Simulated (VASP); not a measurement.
# Re (P6_3/mmc) in VASP: further runs, part 2 of 2

VASP 6.6.1. The steps go on from the part before.

### 5 Relaxation of cell and atoms, r2SCAN+rVV10

Input file INCAR:

```
SYSTEM = Re
PREC = Accurate ; ENCUT = 600
EDIFF = 1E-7 ; ISMEAR = 0
SIGMA = 0.1 ; LREAL = .False.
LASPH = .True. ; NELM = 80
ALGO = Normal ; ISIF = 3
LWAVE = .False. ; LCHARG = .False.
METAGGA = R2SCAN ; LMIXTAU = .True.
LUSE_VDW = .True. ; IVDW_NL = 2
BPARAM = 11.95 ; CPARAM = 0.0093
IBRION = 2 ; NSW = 90
EDIFFG = -0.005
```

Input file KPOINTS:

```
regular mesh
0
Gamma
  18 18 10
  0 0 0
```

Input file POSCAR:

```
Re
1.0
    2.7610000000      0.0000000000      0.0000000000
   -1.3805000000      2.3910961400      0.0000000000
    0.0000000000      0.0000000000      4.4560000000
Re
2
Direct
    0.3333333300      0.6666666700      0.2500000000
    0.6666666700      0.3333333300      0.7500000000
```

Potentials or basis: VASP PAW PBE potentials, release 64 (Re).

Command:

```console
cat potpaw_PBE.64/Re/POTCAR > POTCAR
mpirun -np 1 vasp_std > vasp.out
```

OUTCAR:

```text
SYSTEM = Re
   PREC = Accurate
   ENCUT = 600
   EDIFF = 1E-7
   ISMEAR = 0
   LREAL = .False.
   LASPH = .True.
   NELM = 80
   ISIF = 3
   METAGGA = R2SCAN
   IVDW_NL = 2
   BPARAM = 11.95
   IBRION = 2
   NSW = 90
   EDIFFG = -0.005

 ion  position               nearest neighbor table
   1  0.333  0.667  0.250-   2 2.74   2 2.74   2 2.74   2 2.74   2 2.74   2 2.74
   2  0.667  0.333  0.750-   1 2.74   1 2.74   1 2.74   1 2.74   1 2.74   1 2.74

  LATTYP: Found a hexagonal cell.
 ALAT       =     2.7610000000
 C/A-ratio  =     1.6139080043

  Lattice vectors:

 A1 = (   2.7610000000,   0.0000000000,   0.0000000000)
 A2 = (  -1.3805000000,   2.3910961400,   0.0000000000)
 A3 = (   0.0000000000,   0.0000000000,   4.4560000000)

Analysis of symmetry for initial positions (statically):
=====================================================================
 Subroutine PRICEL returns:
 Original cell was already a primitive cell.

 Routine SETGRP: Setting up the symmetry group for a
 hexagonal supercell.

 Subroutine GETGRP returns: Found 24 space group operations
 (whereof 12 operations were pure point group operations)
[... 181 lines left out ...]
  external PRESSURE =     -14.6270076 kB  Pullay stress =       0.0000000 kB
[... 131 lines left out ...]
--------------------------------------- Ionic step        5  -------------------------------------------

 number of electron      14.0000000 magnetization

 Free energy of the ion-electron system (eV)
  ---------------------------------------------------
  ext. energy  EPLUGINS =         0.00000000
  ---------------------------------------------------
  free energy    TOTEN  =      -104.69840127 eV

  energy without entropy =     -104.69091045  energy(sigma->0) =     -104.69465586

 E-fermi :   7.7149     XC(G=0): -15.0295

 val. band max:        7.6916373378   @ k =   0.2778   0.1667   0.5000
 cond. band min:       7.7182714707   @ k =   0.3333   0.1667   0.4000
 fundamental gap:      0.0266341329
 Fermi energy:         7.7149352368

 k-point     1 :       0.0000    0.0000    0.0000
  band No.  band energies     occupation
      1      -2.6582      2.00000
      2       0.7598      2.00000
      3       6.0572      2.00000
      4       6.1022      2.00000
      5       6.1022      2.00000
      6       6.9682      2.00000
      7       6.9682      2.00000
      8       7.9723      0.00027
      9       7.9723      0.00027
     10       8.2478      0.00000
     11      11.2777      0.00000
[... 309 lines left out ...]
 k-point    24 :       0.3889    0.1111    0.0000
  band No.  band energies     occupation
      1       1.8523      2.00000
      2       1.9933      2.00000
      3       2.3331      2.00000
      4       5.2733      2.00000
      5       5.5726      2.00000
      6       6.2628      2.00000
      7       7.0514      2.00000
      8      11.0788      0.00000
      9      11.7217      0.00000
     10      12.0055      0.00000
     11      13.6326      0.00000

 [... further k-points ...]

------------------------ aborting loop because EDIFF is reached ----------------------------------------

  FORCE on cell =-STRESS in cart. coord.  units (eV):
  Direction    XX          YY          ZZ          XY          YZ          ZX
  --------------------------------------------------------------------------------------
  -------------------------------------------------------------------------------------
  Total        0.0031642      0.0031642      0.0059645     -0.0000000     -0.0000000      0.0000000
  in kB        0.1729746      0.1729746      0.3260572     -0.0000000     -0.0000000      0.0000000
  external PRESSURE =       0.2240021 kB  Pullay stress =       0.0000000 kB
[... 17 lines left out ...]
  FREE ENERGIE OF THE ION-ELECTRON SYSTEM (eV)
  ---------------------------------------------------
  free  energy   TOTEN  =      -104.6984012681 eV

  energy  without entropy=     -104.6909104464  energy(sigma->0) =     -104.69465586

 reached required accuracy - stopping structural energy minimisation
```

CONTCAR:

```text
Re
   1.00000000000000
     2.7552831235383084   -0.0000000000000000   -0.0000000000000000
    -1.3776415617691542    2.3861451797529392   -0.0000000000000000
     0.0000000000000000    0.0000000000000000    4.4578368299331883
  Re
     2
Direct
     0.3333333300000021    0.6666666699999979    0.2500000000000000
     0.6666666699999979    0.3333333300000021    0.7500000000000000

  0.00000000E+00  0.00000000E+00  0.00000000E+00
  0.00000000E+00  0.00000000E+00  0.00000000E+00
```

Wall time 12 min (1 thread of Intel Xeon Platinum 8488C (Sapphire Rapids), shared host); peak memory 0.33 GiB.

Results:

- Free energy: -104.6984 eV
- Relaxed volume: 14.65 Å³/atom
- Relaxed cell: a = 2.755 Å, b = 2.755 Å, c = 4.458 Å, α = 90.00°, β = 90.00°, γ = 120.00°
- Space group after relaxing (to 0.05 Å): P6_3/mmc (No. 194)
- Energy gained by relaxing: 0.4 meV/atom
- Ionic steps: 5
- Pressure after relaxing: 0.0 GPa
- Band gap on the k mesh: none (metal or under the smearing width)

Step by step:
```
step  energy change (eV)  largest force (eV/Å)  pressure (GPa)  volume (Å³)
   1              0.0000                0.0000           -1.46        29.42
   2              0.0088                0.0000            6.58        28.85
   3             -0.0006                0.0000            0.14        29.30
   4             -0.0006                0.0000           -0.11        29.32
   5             -0.0007                0.0000            0.02        29.31
```

Final structure:
```
Re
1.0
     2.75528    0.00000    0.00000
    -1.37764    2.38615    0.00000
     0.00000    0.00000    4.45784
Re
2
Direct
  0.33333 0.66667 0.25000
  0.66667 0.33333 0.75000
```

Levels at points of the mesh, in eV from the Fermi level:
```csv
k point,band 4,band 5,band 6,band 7,band 8,band 9,band 10,band 11
"(0.00, 0.00, 0.00)",-1.61,-1.61,-0.75,-0.75,0.26,0.26,0.53,3.56
"(0.50, 0.00, 0.00)",-1.97,-1.87,-1.45,-0.63,4.18,4.58,4.73,6.33
"(0.00, 0.00, 0.50)",-2.52,-1.74,-1.74,-1.74,-1.74,2.70,2.70,2.70
"(0.50, 0.00, 0.50)",-4.30,0.46,0.46,0.92,0.92,4.50,4.50,4.99
```

Caveat: the PAW data sets were made with another functional, which shifts forces and pressure a little. Spin-orbit coupling is left out, which matters for the levels of Re.
